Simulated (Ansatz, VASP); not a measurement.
**Two plane-wave programs on KI**

INCAR

```
PREC = Accurate
ENCUT = 520
EDIFF = 1E-7
ISMEAR = -1
SIGMA = 0.05
LREAL = False
LASPH = True
NELM = 80
ALGO = Normal
ISIF = 2
LWAVE = False
LCHARG = False
GGA = PE
NBANDS = 15
```

KPOINTS

```
Automatic mesh
0
Gamma
  6 6 6
```

File POSCAR:

```
KI
1.0
    4.2911966600      0.0000000000      0.0000000000
    0.0000000000      4.2911966600      0.0000000000
    0.0000000000      0.0000000000      4.2911966600
I K
1 1
Direct
    0.5000000000      0.5000000000      0.5000000000
    0.0000000000      0.0000000000      0.0000000000
```

input.yaml

```yaml
crystal:
  lattice:
    - [4.29119666, 0.0, 0.0]
    - [0.0, 4.29119666, 0.0]
    - [0.0, 0.0, 4.29119666]
  atoms:
    - { symbol: I, position: [0.5, 0.5, 0.5] }
    - { symbol: K, position: [0.0, 0.0, 0.0] }
hamiltonian:
  xc: pbe
  pseudopotentials: { kind: paw }
kpoints:
  mp_grid: { grid: [6, 6, 6] }
scf:
  occupations: { method: fermi_dirac, width: 0.05 }
output:
  forces: true
  stress: true
  eigenvalues: true
```

Measurements of this composition are mostly on another form, of space group No. 225.

Alike in both runs: task single point; functional PBE; k mesh 6 × 6 × 6; occupations fermi-dirac, width 0.05 eV; no spin polarisation.

```csv
,VASP,Ansatz
version,VASP 6.6.1,Ansatz 0.2.0
potentials or method,"VASP PAW PBE potentials, release 64 (I, K_sv)",Ansatz PAW
plane-wave cutoff (eV),520,420
valence electrons in the cell,16,26
```

|  | VASP | Ansatz | Ansatz less VASP |
| --- | --- | --- | --- |
| gap on the k mesh at the Fermi level (eV) | 3.33 | 3.33 | +0.004 |
| least direct gap on the mesh (eV) | 3.69 | 3.69 | +0.003 |
| pressure (GPa) | 0.5 | 0.5 | -0.02 |

The functional is the same, so the differences come from potentials, cutoffs and numerics. The two sets of potentials don't hold the same shells in valence.

Caveats: spin-orbit coupling is left out, which moves the levels of the heavy elements. As with any semilocal functional, this PBE gap is likely too small. A k mesh can miss the band edges.
